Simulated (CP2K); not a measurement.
**Rh under changes of volume**

One of the cells (13.671 Å³/atom); the others are scaled copies at fixed shape and fractional positions:

```xyz
1
Lattice="2.6840 0.0000 0.0000 1.3420 2.3244 0.0000 1.3420 0.7748 2.1914" Properties=species:S:1:pos:R:3 pbc="T T T"
Rh    0.0000    0.0000    0.0000
```

| Quantity | Value |
| --- | --- |
| Program | CP2K 2026.2 |
| Functional | PBE |
| Potentials or basis | POTENTIAL_UZH Rh GTH-PBE-q17; TZVP-MOLOPT-PBE-GTH basis |
| Density cutoff | 6123 eV |
| k mesh | 12 × 12 × 12 |
| Occupations | fermi-dirac, width 0.05 eV |
| Spin | no spin polarisation |

```csv
volume (Å³/atom),energy over the lowest point (meV/atom),pressure (GPa)
12.851,115.90,32.0
13.125,?,?
13.398,34.92,16.2
13.671,13.08,9.7
13.945,1.84,3.8
14.218,0.00,-1.4
14.492,6.51,-6.0
```

**Question.** What does the run at 13.125 Å³/atom give?

**Answer.** Energy over the lowest point 68.69 meV/atom; pressure 23.7 GPa.

Worked out: A Birch-Murnaghan fit of order 3 (a polynomial in V^(-2/3)) to the other rows has its minimum at 14.14 Å³/atom with B0 = V·E''(V) = 262 GPa and B' = 5.2. It gives 68.60 meV/atom at 13.125 Å³/atom, against the run's 68.69, and -dE/dV = 23.6 GPa, against 23.7.

Energies are extrapolated to zero smearing.

Caveats: the basis of atomic orbitals isn't converged, which shifts pressures, moduli and gaps.
